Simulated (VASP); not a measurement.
# Mo (Im-3m) in VASP: further runs

The runs below take Mo through relaxation of the atoms, with PBEsol.

All numbers are computed with VASP 6.6.1; they aren't measurements. Logs are shortened: lines on timing, memory, paths and dates and some standing lists are left out, and cuts for length are marked.

## (1) The structure

Symmetry: Im-3m, No. 229, cubic system. Conventional cell: a = 3.131 Å, b = 3.131 Å, c = 3.131 Å, α = 90.00°, β = 90.00°, γ = 90.00°. Mo (site symmetry m-3m) is surrounded by 8 Mo at 2.71 Å.

## (2) Relaxation of the atoms, PBEsol (a relaxed cell with its volume scaled by 0.96)

File INCAR:

```
SYSTEM = Mo
  ALGO = Fast
  EDIFF = 1E-7
  EDIFFG = -0.01
  ENCUT = 600
  GGA = PS
  IBRION = 2
  ISIF = 2
  ISMEAR = 1
  LASPH = .True.
  LCHARG = .False.
  LREAL = .False.
  LWAVE = .False.
  NELM = 80
  NSW = 40
  PREC = Accurate
  SIGMA = 0.1
```

File KPOINTS:

```
k-points
0
Gamma
  16 16 16
  0 0 0
```

File POSCAR:

```
Mo                                      
1.0
   -1.5441734384      1.5441734384      1.5441734384
    1.5441734384     -1.5441734384      1.5441734384
    1.5441734384      1.5441734384     -1.5441734384
  Mo            
     1
Direct
     0.0000000000000000    0.0000000000000000    0.0000000000000000
```

Potentials or basis: VASP PAW PBE potentials, release 64 (Mo_sv).

Launch:

```bash
$ cat potpaw_PBE.64/Mo_sv/POTCAR > POTCAR
$ mpirun -np 1 vasp_std > vasp.out
```

OUTCAR:

```text
SYSTEM = Mo
   EDIFF = 1E-7
   EDIFFG = -0.01
   ENCUT = 600
   GGA = PS
   IBRION = 2
   ISIF = 2
   ISMEAR = 1
   LASPH = .True.
   LREAL = .False.
   NELM = 80
   NSW = 40
   PREC = Accurate

 ion  position               nearest neighbor table
   1  0.000  0.000  0.000-

  LATTYP: Found a body centered cubic cell.
 ALAT       =     3.0883468768

  Lattice vectors:

 A1 = (  -1.5441734384,   1.5441734384,   1.5441734384)
 A2 = (   1.5441734384,  -1.5441734384,   1.5441734384)
 A3 = (   1.5441734384,   1.5441734384,  -1.5441734384)

Analysis of symmetry for initial positions (statically):
=====================================================================
 Subroutine PRICEL returns:
 Original cell was already a primitive cell.

 Routine SETGRP: Setting up the symmetry group for a
 body centered cubic supercell.

 Subroutine GETGRP returns: Found 48 space group operations
 (whereof 48 operations were pure point group operations)
 out of a pool of 48 trial point group operations.

The static configuration has the point symmetry O_h .

Analysis of symmetry for dynamics (positions and initial velocities):
=====================================================================
 Subroutine PRICEL returns:
 Original cell was already a primitive cell.

 Routine SETGRP: Setting up the symmetry group for a
 body centered cubic supercell.

 Subroutine GETGRP returns: Found 48 space group operations
 (whereof 48 operations were pure point group operations)
 out of a pool of 48 trial point group operations.

The dynamic configuration has the point symmetry O_h .

 Subroutine INISYM returns: Found 48 space group operations
 (whereof 48 operations are pure point group operations),
 and found     1 'primitive' translations

----------------------------------------------------------------------------------------

                                     Primitive cell

  volume of cell :      14.7282

  direct lattice vectors                    reciprocal lattice vectors
    -1.544173438  1.544173438  1.544173438     0.000000000  0.323797824  0.323797824
     1.544173438 -1.544173438  1.544173438     0.323797824  0.000000000  0.323797824
     1.544173438  1.544173438 -1.544173438     0.323797824  0.323797824  0.000000000

  length of vectors
     2.674586851  2.674586851  2.674586851     0.457919275  0.457919275  0.457919275

  position of ions in fractional coordinates (direct lattice)
     0.000000000  0.000000000  0.000000000
[... 86 lines left out ...]
   PSTRESS=    0.0 pullay stress
   NELECT =      14.0000    total number of electrons
   NUPDOWN=      -1.0000    fix difference up-down
   EMIN   =  10.00;   EMAX   =-10.00  energy-range for DOS
   EFERMI =   0.00;   METHOD = LEGACY
   ISMEAR =     1;   SIGMA  =   0.10  broadening in eV -4-tet -1-fermi 0-gaus
   EFERMI_NEDOS =   21; number of points for ismear=-14 and -15
   IALGO  =     68    algorithm
   IMIX   =      4    mixing-type and parameters
     AMIX     =   0.40;   BMIX     =  1.00
     AMIX_MAG =   1.60;   BMIX_MAG =  1.00
  volume/ion in A,a.u.               =      14.73        99.39
  Fermi-wavevector in a.u.,A,eV,Ry     =   1.609662  3.041821 35.252867  2.591013
  Thomas-Fermi vector in A             =   2.705336
   LORBIT       =      0    0 simple, 1 ext, 2 COOP (PROOUT), +10 PAW based schemes
   GGA     = PS    functional components
   LHFCALC =     F    Hartree Fock is set to
   AEXX    =    0.0000 exact exchange contribution
   IVDW    =     0    specifies the selected vdW correction
   LEPSILON=     F    determine dielectric tensor
   LRPA    =     F    only Hartree local field effects (RPA)
 conjugate gradient relaxation of ions
 non-spin polarized calculation
 RMM-DIIS sequential band-by-band and
 Methfessel and Paxton  Order N= 1 SIGMA  =   0.10
  energy-cutoff  :      600.00
  volume of cell :       14.73
 maximum number of plane-waves:       531
 NGX is ok and might be reduce to    24
   NGX = 11   NGY = 11   NGZ = 11

 number of electron      13.9999999 magnetization

 Free energy of the ion-electron system (eV)
  ---------------------------------------------------
  ext. energy  EPLUGINS =         0.00000000
  ---------------------------------------------------
  free energy    TOTEN  =       -11.75948066 eV

  energy without entropy =      -11.75972662  energy(sigma->0) =      -11.75956265

 E-fermi :  13.4713     XC(G=0): -13.8667

 val. band max:       13.4423594773   @ k =  -0.1250   0.1250   0.1250
 cond. band min:      13.4944525331   @ k =  -0.2500   0.3750   0.1250
 fundamental gap:      0.0520930558
 Fermi energy:        13.4712689867

 k-point     1 :       0.0000    0.0000    0.0000
  band No.  band energies     occupation
      1     -47.7557      2.00000
      2     -20.8916      2.00000
      3     -20.8916      2.00000
      4     -20.8916      2.00000
      5       5.9747      2.00000
      6      11.9633      2.00000
      7      11.9633      2.00000
      8      11.9633      2.00000
      9      15.2048     -0.00000
     10      15.2048     -0.00000
     11      28.3343      0.00000
[... 309 lines left out ...]
 k-point    24 :       0.2500    0.1875   -0.0000
  band No.  band energies     occupation
      1     -47.4570      2.00000
      2     -22.2255      2.00000
      3     -21.4443      2.00000
      4     -21.0402      2.00000
      5       9.0091      2.00000
      6      10.2827      2.00000
      7      11.5826      2.00000
      8      14.5976     -0.00000
      9      16.0776      0.00000
     10      18.4954      0.00000
     11      27.2294      0.00000

 [... further k-points ...]

------------------------ aborting loop because EDIFF is reached ----------------------------------------

  FORCE on cell =-STRESS in cart. coord.  units (eV):
  Direction    XX          YY          ZZ          XY          YZ          ZX
  --------------------------------------------------------------------------------------
  -------------------------------------------------------------------------------------
  Total        1.1524746      1.1524746      1.1524746     -0.0000000      0.0000000      0.0000000
  in kB      125.3700254    125.3700254    125.3700254     -0.0000000      0.0000000      0.0000000
  external PRESSURE =     125.3700254 kB  Pullay stress =       0.0000000 kB

 VOLUME and BASIS-vectors are now :
 -----------------------------------------------------------------------------
  energy-cutoff  :      600.00
  volume of cell :       14.73
      direct lattice vectors                 reciprocal lattice vectors
    -1.544173438  1.544173438  1.544173438     0.000000000  0.323797824  0.323797824
     1.544173438 -1.544173438  1.544173438     0.323797824  0.000000000  0.323797824
     1.544173438  1.544173438 -1.544173438     0.323797824  0.323797824  0.000000000

 POSITION                                       TOTAL-FORCE (eV/Angst)
 -----------------------------------------------------------------------------------
      0.00000      0.00000      0.00000         0.000000      0.000000      0.000000
 -----------------------------------------------------------------------------------
    total drift:                                0.000000      0.000000      0.000000

  FREE ENERGIE OF THE ION-ELECTRON SYSTEM (eV)
  ---------------------------------------------------
  free  energy   TOTEN  =       -11.7594806590 eV

  energy  without entropy=      -11.7597266211  energy(sigma->0) =      -11.75956265

 reached required accuracy - stopping structural energy minimisation
```

OSZICAR:

```text
N       E                     dE             d eps       ncg     rms          rms(c)
DAV:   1     0.101941001924E+03    0.10194E+03   -0.89496E+03  3198   0.146E+03
DAV:   2    -0.108806539373E+02   -0.11282E+03   -0.10899E+03  3466   0.365E+02
DAV:   3    -0.124639578865E+02   -0.15833E+01   -0.15696E+01  3707   0.431E+01
DAV:   4    -0.124680788167E+02   -0.41209E-02   -0.41203E-02  3513   0.256E+00
DAV:   5    -0.124680996943E+02   -0.20878E-04   -0.20877E-04  3706   0.179E-01    0.182E+01
RMM:   6    -0.118536987997E+02    0.61440E+00   -0.96767E-01  3190   0.102E+01    0.577E+00
RMM:   7    -0.117636207283E+02    0.90078E-01   -0.35847E-01  3190   0.563E+00    0.108E+00
RMM:   8    -0.117598386793E+02    0.37820E-02   -0.19162E-02  3190   0.168E+00    0.318E-01
RMM:   9    -0.117594738806E+02    0.36480E-03   -0.23590E-03  3191   0.506E-01    0.438E-02
RMM:  10    -0.117594785614E+02   -0.46808E-05   -0.40236E-04  3191   0.214E-01    0.248E-02
RMM:  11    -0.117594796798E+02   -0.11184E-05   -0.38999E-05  3191   0.812E-02    0.226E-03
RMM:  12    -0.117594805122E+02   -0.83245E-06   -0.78492E-06  2978   0.284E-02    0.164E-03
RMM:  13    -0.117594805913E+02   -0.79050E-07   -0.11171E-06  2546   0.115E-02    0.129E-03
RMM:  14    -0.117594807073E+02   -0.11604E-06   -0.30434E-07  2225   0.615E-03    0.415E-04
RMM:  15    -0.117594806590E+02    0.48298E-07   -0.77834E-08  1960   0.280E-03
   1 F= -.11759481E+02 E0= -.11759563E+02  d E =-.117595E+02
```

Run time: 10 s. Hardware: 1 thread of Intel Xeon 6975P-C (Granite Rapids), shared host; peak memory 0.16 GiB.

Results:

| Quantity | Value |
| --- | --- |
| Free energy | -11.7595 eV |
| Pressure after relaxing | 12.5 GPa |
| Band gap on the k mesh | none (metal or under the smearing width) |

Final structure:
```cif
data_structure
_symmetry_space_group_name_H-M 'P 1'
_symmetry_Int_Tables_number 1
_cell_length_a 2.6746
_cell_length_b 2.6746
_cell_length_c 2.6746
_cell_angle_alpha 109.471
_cell_angle_beta 109.471
_cell_angle_gamma 109.471
_cell_volume 14.73
loop_
_atom_site_label
_atom_site_type_symbol
_atom_site_fract_x
_atom_site_fract_y
_atom_site_fract_z
_atom_site_occupancy
Mo1 Mo 0.00000 0.00000 0.00000 1
```

Caveat: the relaxation stopped at its first step, so nothing moved; the PAW data sets were made with another functional, which shifts forces and pressure a little.

(Continued in part 2 of 3.)
